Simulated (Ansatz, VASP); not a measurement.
# Cross-check of LiCl between VASP and Ansatz, part 2 of 2

Wanted: the spread between two codes on one cell, functional and k mesh. The cell is taken from a series of VASP runs on this material, whose earlier steps may have relaxed, scaled or displaced it; both programs get it as it stands.

VASP 6.6.1 and Ansatz 0.2.0.

So far: Set-up; VASP: relaxation of cell and atoms, PBEsol with D3(BJ); Ansatz: relaxation of cell and atoms, PBEsol with D3(BJ).

### 4. Comparison

Known differences besides the potentials themselves: both relaxations stop at a tolerance, which leaves soft axes loose, and VASP keeps its plane-wave basis; the cutoff is 420 eV in Ansatz and 650 eV in VASP; Ansatz makes its cores anew for this functional, VASP keeps those of its PBE data sets; VASP leaves aspherical gradient terms in its spheres out (LASPH is not set), Ansatz keeps them; Ansatz adds a Pulay correction to the stress that steers its cell, VASP none. Total energies have different zeros and are not compared.

Both answers:

```
                                         quantity  Ansatz   VASP  difference
                                      volume (Å³)   30.74  30.69     +0.16 %
edge a after relaxation, in the typed setting (Å)   3.516  3.514     +0.05 %
```

The walks stopped with 0.04 GPa left in Ansatz and 0.02 GPa in VASP; each walk ends within a tolerance, so the volume difference is uncertain by about these residues over the bulk modulus, most in soft cells.

### 5. Ansatz: relaxation of cell and atoms, RPBE

The relaxed volume is the usual yardstick between codes: its relative difference is about their pressure difference at one cell divided by the bulk modulus. The cell compared in this pair holds 36.08 Å³, against 30.69 Å³ for the pair before.

The cell is taken from a series of VASP runs on this material, whose earlier steps may have relaxed, scaled or displaced it; both programs get it as it stands.

input.yaml

```yaml
crystal:
  lattice:
    - [0.0, 2.6226297969, 2.6226297969]
    - [2.6226297969, 0.0, 2.6226297969]
    - [2.6226297969, 2.6226297969, 0.0]
  atoms:
    - { symbol: Cl, position: [0.5, 0.5, 0.5] }
    - { symbol: Li, position: [0.0, 0.0, 0.0] }
hamiltonian:
  xc: rpbe
  pseudopotentials: { kind: paw }
kpoints:
  mp_grid: { grid: [8, 8, 8] }
scf:
  occupations: { method: gaussian, width: 0.03 }
relax:
  f_tol: 0.01
  max_steps: 60
  cell: { stress_tol: 0.05 }
output:
  forces: true
  stress: true
  write_density: true
  write_potential: true
  elf: true
  volumetric_format: npy
```

On the command line:

```console
$ ansatz run input.yaml --threads 4 --pin off --max-ram 9216MiB --backend cpu --events-out ev --progress --plain --runs-dir out
```

Numbers of over 12 decimals in the logs are rounded to 6 here.

Log:

```text
[...]
Crystal: 2 atoms, lattice volume = 36.078 Å³
Basis set: ecut = 420 eV, 725 PW (Γ), exchange–correlation on 50×50×50 points (8 copies of the dense FFT grid, shifted against one another)
Bands: 9, of which v1, the nominal top of the filled ones, is band 5 counted from 1 (4 counted from 0)
Symmetry: 48 space group operations
[...]
k-points: 29 of 512
[...]
-0.000000       0.000000       0.000149
  P = ⅓ Tr σ = 0.0001 GPa (0.001 kbar)
--- Band table (eV; the first three rows and the last of 29) ---
[...]
--- Relaxed structure (3 steps of the walk, 3 accepted, 1 SCFs on fresh bases) ---
[...]
cell:  # Å, volume = 36.3733 Å³
    - [0, 2.629769, 2.629769]
    - [2.629769, 0, 2.629769]
    - [2.629769, 2.629769, 0]
  atoms:
    - { symbol: Cl, position: [0.5, 0.5, 0.5] }
    - { symbol: Li, position: [0, 0, 0] }
[key lines of the parts left out:]
SCF converged after 5 iterations
Free energy (F): -1292.276585 eV
Fermi energy:    4.283589 eV
```

It took 1.1 s on 4 threads of Intel Xeon at 2.60GHz (Ice Lake), shared host; peak memory 0.34 GiB.

### 6. VASP: relaxation of cell and atoms, RPBE

The same cell, functional, mesh and smearing now go to VASP, with its own data sets and cutoff.

INCAR

```
SYSTEM = LiCl
PREC = Accurate
ENCUT = 650
EDIFF = 1E-06
NELM = 100
ISMEAR = 0
SIGMA = 0.03
LREAL = .FALSE.
ALGO = Normal
GGA = RP
NBANDS = 11
LORBIT = 11
LWAVE = .FALSE.
LCHARG = .FALSE.
KPAR = 4
IBRION = 2
NSW = 50
ISIF = 3
EDIFFG = -0.006
```

POSCAR

```
LiCl
1.0
    0.0000000000      2.6226297969      2.6226297969
    2.6226297969      0.0000000000      2.6226297969
    2.6226297969      2.6226297969      0.0000000000
Cl Li
1 1
Direct
    0.5000000000      0.5000000000      0.5000000000
    0.0000000000      0.0000000000      0.0000000000
```

KPOINTS

```
Automatic mesh
0
Gamma
8 8 8
0 0 0
```

The projector-augmented-wave data sets are Cl and Li_sv (PBE family, release 64).

On the command line:

```console
$ mpirun -np 4 vasp_std
```

Log:

```text
[banner, memory and clock lines left out]
running    4 mpi-ranks, on    1 nodes
[...]
[... a notice as in an earlier step ...]

 LDA part: xc-table for (Slater+PW92), standard interpolation
 POSCAR, INCAR and KPOINTS ok, starting setup
[...]
entering main loop
       N       E                     dE             d eps       ncg     rms          rms(c)
DAV:   1     0.499671515962E+02    0.49967E+02   -0.44397E+03   638   0.968E+02
DAV:   2    -0.402885545799E+01   -0.53996E+02   -0.51664E+02   813   0.161E+02
DAV:   3    -0.699141614562E+01   -0.29626E+01   -0.29550E+01   838   0.408E+01
DAV:   4    -0.707860776522E+01   -0.87192E-01   -0.87139E-01   922   0.659E+00
[...]
DAV:  11    -0.702413289933E+01   -0.67481E-05   -0.14941E-05   937   0.262E-02    0.217E-03
DAV:  12    -0.702413475369E+01   -0.18544E-05   -0.17872E-06   751   0.996E-03    0.738E-03
DAV:  13    -0.702413438518E+01    0.36851E-06   -0.26406E-07   505   0.393E-03
   1 F= -.70241344E+01 E0= -.70241344E+01  d E =-.702413E+01
[...]
reached required accuracy - stopping structural energy minimisation
```

From OUTCAR (step 6):

```text
  Total        0.0035745      0.0035745      0.0035745     -0.0000000     -0.0000000      0.0000000
  in kB        0.1587404      0.1587404      0.1587404     -0.0000000     -0.0000000      0.0000000
  external PRESSURE =       0.1587404 kB  Pullay stress =       0.0000000 kB

 POSITION                                       TOTAL-FORCE (eV/Angst)
 -----------------------------------------------------------------------------------
      2.62263      2.62263      2.62263        -0.000000     -0.000000     -0.000000
      0.00000      0.00000      0.00000         0.000000      0.000000      0.000000
 -----------------------------------------------------------------------------------
    total drift:                               -0.000000     -0.000000      0.000000

  FREE ENERGIE OF THE ION-ELECTRON SYSTEM (eV)
  ---------------------------------------------------
  free  energy   TOTEN  =        -7.0241343852 eV

  energy  without entropy=       -7.0241343852  energy(sigma->0) =       -7.02413439

[... 2 parts as in an earlier step ...]

[... 2 further parts left out ...]
[key lines of the parts left out:]
E-fermi :   0.4417
```

### 7. Differences

Compared:

```
                                         quantity  Ansatz   VASP  difference
                                      volume (Å³)   36.37  36.08     +0.82 %
edge a after relaxation, in the typed setting (Å)   3.719  3.709     +0.27 %
```

The walks stopped with 0.00 GPa left in Ansatz and 0.02 GPa in VASP; each walk ends within a tolerance, so the volume difference is uncertain by about these residues over the bulk modulus, most in soft cells.

### 8. Summary of results

| Item | Value |
| --- | --- |
| difference in volume (relaxation of cell and atoms, PBEsol with D3(BJ)) | 0.16 % |
| difference in volume (relaxation of cell and atoms, RPBE) | 0.82 % |

The difference in volume is 0.82 % (relaxation of cell and atoms, RPBE), within the 1.2 % picked in this series as the mark of a large difference, as far as the stopping tolerances let one tell. Such differences can come from data sets, numerical settings and the points named under the comparisons, not from the functional's error against experiment.

[Lines on the potential files, build, host, timing and source positions are cut from VASP's logs without a mark.]

[Logs are printed without paths, hosts, clocks, repeated set-up lines and the standing remarks that a program may print on its own settings, such as how far it seeks lower states.]

[Hosts, paths, dates, database ids (printed as entryN), source tags and the programs' standing remarks are cut or masked in the printed files.]
